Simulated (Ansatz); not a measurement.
# SrO: the cost of one run

Method: DFT PBEsol, scalar-relativistic, plane waves, PAW, in Ansatz 0.2.0.

### Step 1. The starting structure

The structure is cubic, space group F-43m (No. 216). Conventional cell: a = 5.447 Å, b = 5.447 Å, c = 5.447 Å, α = 90.00°, β = 90.00°, γ = 90.00°. Around Sr (site symmetry -43m) lie 4 O at 2.36 Å. O (site symmetry -43m) has 4 Sr at 2.36 Å as nearest neighbours.

As a file:

```cif
data_structure
_symmetry_space_group_name_H-M 'P 1'
_symmetry_Int_Tables_number 1
_cell_length_a 3.8518
_cell_length_b 3.8518
_cell_length_c 3.8518
_cell_angle_alpha 60.000
_cell_angle_beta 60.000
_cell_angle_gamma 60.000
_cell_volume 40.41
loop_
_atom_site_label
_atom_site_type_symbol
_atom_site_fract_x
_atom_site_fract_y
_atom_site_fract_z
_atom_site_occupancy
Sr1 Sr 0.00000 0.00000 0.00000 1
O1 O 0.25000 0.25000 0.25000 1
```

This is a trial structure built by rule; it need not be a known or stable form of this composition.

The cell is the ideal cubic zincblende prototype; whether it is the stable structure of this composition wasn't checked.

### Step 2. The reference run: elastic constants

File input.yaml:

```yaml
crystal:
  lattice:
    - [0.0, 2.7236, 2.7236]
    - [2.7236, 0.0, 2.7236]
    - [2.7236, 2.7236, 0.0]
  atoms:
    - { symbol: Sr, position: [0.0, 0.0, 0.0] }
    - { symbol: O, position: [0.25, 0.25, 0.25] }
basis:
  ecutwfc: 420
kpoints:
  mp_grid: { grid: [8, 8, 8] }
hamiltonian:
  xc: pbesol
scf:
  occupations: { method: fixed }
output:
  forces: true
  stress: true
  eigenvalues: true
elastic:
  mode: relaxed_ion
  stencil: two_point
```

Started as:

```bash
$ ansatz run input.yaml --threads 1 --pin off --max-ram 1228MiB --backend cpu --events-out ev --progress --plain --runs-dir out
```

**Question.** How long does this run take on 1 thread of Arm Neoverse N1, shared host, and how much memory does it need?

About 62 s, with a peak of 0.35 GiB.
